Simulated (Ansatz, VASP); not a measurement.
**Two plane-wave programs on Ti**

The input INCAR:

```
PREC     = Accurate       # precision mode
ENCUT    = 520            # plane-wave cutoff, eV
EDIFF    = 1E-7           # SCF threshold, eV
ISMEAR   = 0              # smearing method
SIGMA    = 0.15           # smearing width, eV
LREAL    = F              # projectors in reciprocal space
LASPH    = T              # aspherical terms in the spheres
NELM     = 60             # most SCF steps
ALGO     = Fast           # electronic algorithm
ISIF     = 2              # what is computed and relaxed
LWAVE    = F              # write WAVECAR
LCHARG   = F              # write CHGCAR
GGA      = PS             # functional
NBANDS   = 12             # bands
```

File KPOINTS:

```
Automatic mesh
0
Gamma
  22 22 22
```

File POSCAR:

```
Ti
1.0
    0.0000000000      1.9972523380      2.0971149549
    1.9972523380      0.0000000000      2.0971149549
    1.9972523380      1.9972523380      0.0000000000
Ti
1
Direct
    0.0000000000      0.0000000000      0.0000000000
```

Input for Ansatz:

```yaml
crystal:
  lattice:
    - [0.0, 1.997252338, 2.0971149549]
    - [1.997252338, 0.0, 2.0971149549]
    - [1.997252338, 1.997252338, 0.0]
  atoms:
    - { symbol: Ti, position: [0.0, 0.0, 0.0] }
basis:
  ecutwfc: 420
kpoints:
  mp_grid: { grid: [22, 22, 22] }
hamiltonian:
  xc: pbesol
scf:
  occupations: { method: gaussian, width: 0.15 }
output:
  forces: true
  stress: true
  eigenvalues: true
```

Alike in both runs: task single point; functional PBEsol; k mesh 22 × 22 × 22; occupations gaussian, width 0.15 eV; no spin polarisation.

|  | VASP | Ansatz |
| --- | --- | --- |
| version | VASP 6.6.1 | Ansatz 0.2.0 |
| potentials or method | VASP PAW PBE potentials, release 64 (Ti_sv) | scalar-relativistic, plane waves, PAW |
| plane-wave cutoff (eV) | 520 | 420 |
| valence electrons in the cell | 12 | 12 |

VASP gave:

| Item | Value |
| --- | --- |
| gap on the k mesh at the Fermi level (eV) | none |
| pressure (GPa) | -0.6 |
| largest component of the traceless stress (GPa) | 1.09 |

Task: What did Ansatz give for the same quantities?

Result: gap on the k mesh at the Fermi level (eV): none; pressure (GPa): -0.3; largest component of the traceless stress (GPa): 1.08.

A gap of «none» marks a metal or a gap that the smearing closes.

Caveats: the PAW data sets were made with another functional, which shifts forces and pressure a little (VASP).
